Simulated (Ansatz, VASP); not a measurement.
Ag: VASP beside Ansatz

INCAR

```
AGGAC = 1.0
AGGAX = 1.0
ALDAC = 0.0
ALDAX = 1.0
ALGO = Normal
EDIFF = 1E-7
ENCUT = 520
GGA = B5
ISIF = 2
ISMEAR = -1
LASPH = T
LCHARG = F
LREAL = F
LWAVE = F
NBANDS = 12
NELM = 60
PREC = Accurate
SIGMA = 0.1
```

Contents of KPOINTS:

```
k-points
0
Gamma
  21 21 21
```

File POSCAR:

```
Ag
1.0
    0.0000000000      2.1842989094      2.1842989094
    2.1842989094      0.0000000000      2.1842989094
    2.1842989094      2.1842989094      0.0000000000
Ag
1
Direct
    0.0000000000      0.0000000000      0.0000000000
```

Input for Ansatz:

```yaml
crystal:
  lattice:
    - [0.0, 2.1842989094, 2.1842989094]
    - [2.1842989094, 0.0, 2.1842989094]
    - [2.1842989094, 2.1842989094, 0.0]
  atoms:
    - { symbol: Ag, position: [0.0, 0.0, 0.0] }
hamiltonian:
  xc: blyp
  pseudopotentials:
    kind: paw
    azcp:
      Ag: "pseudopotentials/Ag.paw.azcp"
basis:
  ecutwfc: 420
  fft_grid_basis: typed
kpoints:
  mp_grid: { grid: [21, 21, 21], shift: [0, 0, 0] }
magnetization:
  spin_polarized: false
scf:
  occupations: { method: fermi_dirac, width: 0.1 }
output:
  stress: true
```

Alike in both runs: task single point; functional BLYP; k mesh 21 × 21 × 21; occupations fermi-dirac, width 0.1 eV; no spin polarisation.

```csv
,VASP,Ansatz
version,VASP 6.6.1,Ansatz 0.2.0
potentials or method,"VASP PAW PBE potentials, release 64 (Ag)","plane waves (420 eV) with PAW, scalar-relativistic"
plane-wave cutoff (eV),520,420
valence electrons in the cell,11,19
```

```csv
,VASP,Ansatz,Ansatz less VASP
pressure (GPa),-4.1,-4.2,-0.08
```

The two sets of potentials don't hold the same shells in valence.

Caveats: the PAW data sets were made with another functional, which shifts forces and pressure a little (VASP).
